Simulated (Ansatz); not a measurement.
The calculation used Ansatz 0.2.0, DFT PBE, scalar-relativistic, plane waves, PAW. Settings: cutoff 420 eV, Γ-centred meshes spaced at most about 0.3 Å⁻¹, and about 0.25 Å⁻¹ or finer for metals (2π included), Gaussian smearing. No spin polarisation in the final relaxations.

Temperature and zero-point effects are left out.

Compare these two cells of C, each relaxed at this level.

1.

```cif
data_structure
_symmetry_space_group_name_H-M 'P6_222'
_symmetry_Int_Tables_number 180
_cell_length_a 2.6053
_cell_length_b 2.6053
_cell_length_c 2.8004
_cell_angle_alpha 90.000
_cell_angle_beta 90.000
_cell_angle_gamma 120.000
_cell_volume 16.46
loop_
_atom_site_label
_atom_site_type_symbol
_atom_site_symmetry_multiplicity
_atom_site_Wyckoff_symbol
_atom_site_fract_x
_atom_site_fract_y
_atom_site_fract_z
_atom_site_occupancy
C1 C 3 c 0.50000 0.50000 0.33333 1
```

2.

```cif
data_structure
_symmetry_space_group_name_H-M 'P4/mmm'
_symmetry_Int_Tables_number 123
_cell_length_a 4.2486
_cell_length_b 4.2486
_cell_length_c 1.2823
_cell_angle_alpha 90.000
_cell_angle_beta 90.000
_cell_angle_gamma 90.000
_cell_volume 23.15
loop_
_atom_site_label
_atom_site_type_symbol
_atom_site_symmetry_multiplicity
_atom_site_Wyckoff_symbol
_atom_site_fract_x
_atom_site_fract_y
_atom_site_fract_z
_atom_site_occupancy
C1 C 1 c 0.50000 0.50000 0.00000 1
```

Question: Which form is favoured at zero pressure, and by what margin per atom?

Answer: Cell 2 is lower, by 283 meV/atom. Cell 1 has space group P6_222 (No. 180), 5.5 Å³/atom and a gap of 1.94 eV on its mesh; cell 2 has space group P4/mmm (No. 123), 23.1 Å³/atom and no gap. Counting all near atoms (those within 1.25 times the shortest such distance or 1.15 times the sum of covalent radii, 1.27 where that leaves under three), cell 1 has C 4 and cell 2 has C 2. In cell 1, C has 4 C at 1.60 Å. In cell 2, around C lie 2 C at 1.28 Å. Both come from invented guesses. A third cell relaxed alike, in Pmma, lies 0.35 eV/atom below the lower of the two. The part of the Crystallography Open Database at hand lists C in space groups No. 58, 69, 71, 141, 166 and others; no cell shown has one of them.

No dispersion correction is applied, so the spacing and binding between layers, chains or molecules are poorly described (P4/mmm), and this can change margins and order among such cells. Kohn–Sham gaps at this level usually fall short of measured ones. Cells relaxed within their symmetry can be saddle points.
